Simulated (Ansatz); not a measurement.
All cells: G0W0@PBE, full frequency by contour deformation, all-electron datasets in plane waves (scalar-relativistic, Gaussian nuclei) (Ansatz); response cutoff 200 eV, empty bands to 200 eV, primitive cells on a 4×4×4 mesh, no spin-orbit coupling. Band edges are those of the mesh. The mesh is coarse, the sums aren't at the basis limit and many cells are compressed or hypothetical, so the values aren't those of the ambient crystals.

Question: Order these cells by the G0W0 gap between the Kohn-Sham band edges, smallest first.
A.
```yaml
crystal:
  lattice:
    - [0.00000, 2.46558, 2.46558]
    - [2.46558, 0.00000, 2.46558]
    - [2.46558, 2.46558, 0.00000]
  atoms:
    - { symbol: Hf, position: [0.00000, 0.00000, 0.00000] }
    - { symbol: O, position: [0.25000, 0.25000, 0.25000] }
    - { symbol: O, position: [0.75000, 0.75000, 0.75000] }
```
B.
```cif
data_structure
_symmetry_space_group_name_H-M 'P 1'
_symmetry_Int_Tables_number 1
_cell_length_a 3.4459
_cell_length_b 3.4459
_cell_length_c 3.4459
_cell_angle_alpha 60.000
_cell_angle_beta 60.000
_cell_angle_gamma 60.000
_cell_volume 28.93
loop_
_atom_site_label
_atom_site_type_symbol
_atom_site_fract_x
_atom_site_fract_y
_atom_site_fract_z
_atom_site_occupancy
Sn1 Sn 0.00000 0.00000 0.00000 1
O1 O 0.25000 0.25000 0.25000 1
O2 O 0.75000 0.75000 0.75000 1
```
C.
```
K Br
1.0
     0.00000    3.26000    3.26000
     3.26000    0.00000    3.26000
     3.26000    3.26000    0.00000
K Br
1 1
Direct
  0.00000 0.00000 0.00000
  0.50000 0.50000 0.50000
```
D.
```
Ba S
1.0
     0.00000    3.16000    3.16000
     3.16000    0.00000    3.16000
     3.16000    3.16000    0.00000
Ba S
1 1
Direct
  0.00000 0.00000 0.00000
  0.50000 0.50000 0.50000
```

Answer: B (2.92 eV), D (3.46 eV), A (5.45 eV), C (7.15 eV).

Model cells at fixed atoms, which needn't be the relaxed known crystals.
